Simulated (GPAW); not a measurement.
Input of a GPAW 26.7.0 run:

File run.py:

```python
import numpy as np
from ase.dft.bandgap import bandgap
from ase.io import read, write
from ase.units import GPa
from gpaw import GPAW, PW
from gpaw.spinorbit import soc_eigenstates

atoms = read('POSCAR')

calc = GPAW(mode=PW(600),
            xc='MGGA_X_R4SCAN+MGGA_C_R2SCAN',
            kpts={'size': (8, 8, 5), 'gamma': True},
            occupations={'name': 'fermi-dirac', 'width': 0.05},
            nbands=27,
            convergence={'density': 1e-05, 'energy': 1e-05},
            maxiter=150,
            txt='gpaw.txt')
atoms.calc = calc
energy = atoms.get_potential_energy()
forces = atoms.get_forces()
stress = atoms.get_stress()
calc.write('gs.gpw')
write('result.traj', atoms)
print(f'Energy: {energy:.6f} eV')
print('Forces (eV/A):')
print(forces.round(4))
print('Stress (GPa):', (stress / GPa).round(3))
print('Fermi level:', round(calc.get_fermi_level(), 4), 'eV')
print(f'Gap: {bandgap(calc)[0]:.4f} eV, direct: {bandgap(calc, direct=True)[0]:.4f} eV')

path = atoms.cell.bandpath('GMKGALHA,LM,KH', npoints=100, eps=1e-4)
bs_calc = calc.fixed_density(kpts=path, symmetry='off', nbands=38,
                             convergence={'bands': 'CBM+6.0', 'eigenstates': 1e-6}, txt='bands.txt')
bs = bs_calc.band_structure()
bs.write('bs.json')
print(f'Gap on the path: {bandgap(bs_calc)[0]:.4f} eV')

soc = soc_eigenstates(bs_calc, theta=54.7, phi=45, ignore_xc_potential=True)
np.savetxt('soc_bands.dat', soc.eigenvalues(), fmt='%.4f')
mesh = soc_eigenstates('gs.gpw', theta=54.7, phi=45, ignore_xc_potential=True)
np.savetxt('soc_mesh.dat', mesh.eigenvalues(), fmt='%.4f')
print('Fermi level with spin-orbit coupling:', round(mesh.fermi_level, 4), 'eV')
```

POSCAR

```
Os
1.0
    2.7341000000      0.0000000000      0.0000000000
   -1.3670500000      2.3678000565      0.0000000000
    0.0000000000      0.0000000000      4.3197000000
Os
2
Direct
    0.6666666667      0.3333333333      0.7500000000
    0.3333333333      0.6666666667      0.2500000000
```

Potentials or basis: GPAW PAW data sets (gpaw-data 1.2.1), pw.

Command:

```console
$ OMP_NUM_THREADS=1 python run.py
```

Predict the band gap along the path.

none (metal or under the smearing width).

Estimate the pressure.

-1.9 GPa.

Stress tensor (GPa, compression positive):
```
-1.28  0.00  0.00
 0.00 -1.28  0.00
 0.00  0.00 -3.10
```

Caveat: spin-orbit coupling was added after a scalar SCF, so levels and gaps hold it while energy, forces, pressure and moments don't; this program's spin-orbit splittings come out too wide for heavy elements; the PAW data sets were made with another functional, which shifts forces and pressure a little.
